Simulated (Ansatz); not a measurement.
SiO$_{2}$, one cell by several methods

```xyz
6
Lattice="4.3055 0.0000 0.0000 0.0000 4.3055 0.0000 0.0000 0.0000 2.6678" Properties=species:S:1:pos:R:3 pbc="T T T"
Si    0.0000    0.0000    0.0000
Si    2.1528    2.1528    1.3339
O     1.3205    1.3205    0.0000
O     0.8323    3.4732    1.3339
O     2.9850    2.9850    0.0000
O     3.4732    0.8323    1.3339
```

Atoms are numbered in the order listed.

The cell is COD entry 9001276, as deposited and not checked against the literature; nothing was relaxed. The listed cell was then made from it by scaling, straining or moving an atom.

Methods: DFT, PBEsol, PAW with Ansatz's default frozen-core files, scalar-relativistic (Ansatz 0.2.0); DFT, PBEsol, all-electron LAPW, scalar-relativistic (Ansatz 0.2.0).

For PAW: a Γ-centred 6×6×9 k mesh, Fermi–Dirac smearing of 0.03 eV, cutoff 420 eV, no spin polarisation; the PAW files were made with PBE, and the program remakes their frozen cores for this functional. LAPW targets a basis error of 1 meV/atom. The Ansatz runs share mesh, smearing and spin set-up. Plane-wave (PAW) pressures include the program's estimate of the Pulay term.

Stress and pressure are positive in compression.

The change that made this cell: equal xx and yy strain of +3 %.

PAW results:

```tsv
quantity	PAW
pressure (GPa)	-12.03
stress xx (GPa)	-15.02
stress zz (GPa)	-6.06
force on O3, y (eV/Å)	0.308
band gap (eV)	4.662
```

Question: What does full-potential LAPW give for the same quantities?

Answer: 
```
             quantity    LAPW
       pressure (GPa)  -12.02
      stress xx (GPa)  -15.01
      stress zz (GPa)   -6.06
force on O3, y (eV/Å)   0.311
        band gap (eV)   4.674
```
